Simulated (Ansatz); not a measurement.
# Al: the cost of one run

Computed with Ansatz 0.2.0 (DFT r2SCAN, scalar-relativistic, plane waves, PAW).

### 1 The structure to begin with

The structure is cubic, space group Im-3m (No. 229). The conventional cell has a = 3.182 Å, b = 3.182 Å, c = 3.182 Å, α = 90.00°, β = 90.00°, γ = 90.00°. Around Al (site symmetry m-3m) lie 8 Al at 2.76 Å.

Coordinates:

```cif
data_structure
_symmetry_space_group_name_H-M 'P 1'
_symmetry_Int_Tables_number 1
_cell_length_a 2.7561
_cell_length_b 2.7561
_cell_length_c 2.7561
_cell_angle_alpha 109.471
_cell_angle_beta 109.471
_cell_angle_gamma 109.471
_cell_volume 16.12
loop_
_atom_site_label
_atom_site_type_symbol
_atom_site_fract_x
_atom_site_fract_y
_atom_site_fract_z
_atom_site_occupancy
Al1 Al 0.00000 0.00000 0.00000 1
```

The structure comes from the Materials Project (structure only).

### 2 Another functional, on a distorted cell: r2SCAN

What differs from the listed cell: strain xx, yy, zz, yz, xz, xy = -2.8, -2.8, -2.8, +0.0, +0.0, +0.0 %.

Contents of input.yaml:

```yaml
crystal:
  lattice:
    - [-1.5470941957, 1.5470941957, 1.5470941957]
    - [1.5470941957, -1.5470941957, 1.5470941957]
    - [1.5470941957, 1.5470941957, -1.5470941957]
  atoms:
    - { symbol: Al, position: [0.0, 0.0, 0.0] }
basis:
  ecutwfc: 500
kpoints:
  mp_grid: { grid: [18, 18, 18] }
hamiltonian:
  xc: r2scan
scf:
  occupations: { method: gaussian, width: 0.1 }
output:
  forces: true
  stress: true
  eigenvalues: true
```

Run with:

```bash
$ ansatz run input.yaml --threads 1 --pin off --max-ram 1331MiB --backend cpu --events-out ev --progress --plain --runs-dir out
```

Q: Estimate wall time and peak memory on 1 thread of an Arm CPU, shared host.

About 2 s, with a peak of 0.3 GiB.
